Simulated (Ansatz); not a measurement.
Runs of Ansatz 0.2.0 on Au. Symmetry: Fm-3m, No. 225, cubic system. Conventional cell: a = 4.070 Å, b = 4.070 Å, c = 4.070 Å, α = 90.00°, β = 90.00°, γ = 90.00°. Au (site symmetry m-3m) is surrounded by 12 Au at 2.88 Å. 

```tsv
task	level	potentials or basis	spin	cell	k mesh	cutoff (eV)	smearing	basis error allowed	mesh quality	gap on the mesh (eV)	pressure (GPa)
relaxation of cell and atoms	revPBE	all-electron LAPW, scalar-relativistic	off	relaxed	11 × 11 × 11	-	fermi-dirac 0.05 eV	0.001 eV/atom	not flagged	-	0.0
single point	PBE	all-electron LAPW, scalar-relativistic	off	as given	4 × 4 × 4	231	fermi-dirac 0.04 eV	0.002 eV/atom	coarse	none	13.2
band structure	BLYP	all-electron LAPW, scalar-relativistic	off	as given	11 × 11 × 11	249	fermi-dirac 0.05 eV	0.001 eV/atom	not flagged	-	22.5
single point	PBE	all-electron LAPW, scalar-relativistic	off	as given	11 × 11 × 11	249	gaussian 0.018 eV	0.001 eV/atom	not flagged	none	10.8
single point	PBE	all-electron LAPW, scalar-relativistic	off	as given	11 × 11 × 11	249	gaussian 0.017 eV	0.001 eV/atom	not flagged	none	10.8
band structure	revPBE	all-electron LAPW, scalar-relativistic	off	as given	11 × 11 × 11	249	fermi-dirac 0.05 eV	0.001 eV/atom	not flagged	-	13.7
single point	PBE	all-electron LAPW, scalar-relativistic	off	as given	11 × 11 × 11	249	gaussian 0.015 eV	0.001 eV/atom	not flagged	none	10.8
band structure	LDA	all-electron LAPW, relativistic spinors	SOC, no magnetisation	as given	8 × 8 × 8	249	fermi-dirac 0.05 eV	0.001 eV/atom	coarse	-	(a)
```

Problem. Estimate the missing entries.

Solution. (a) -3.4.

Caveats: some runs use coarse meshes; the k mesh is thin for a metal, which can move the energy by tens of meV per atom (some runs); spin-orbit coupling is left out, which moves the levels of the heavy elements (some runs); so large a pressure means that the cell lies far from this level's equilibrium, or that cutoff or potentials fall short (some runs).

A k mesh can miss the band edges, and rows without SOC leave out spin-orbit coupling on Au.

A gap of «none» marks a metal or a gap under the smearing width.
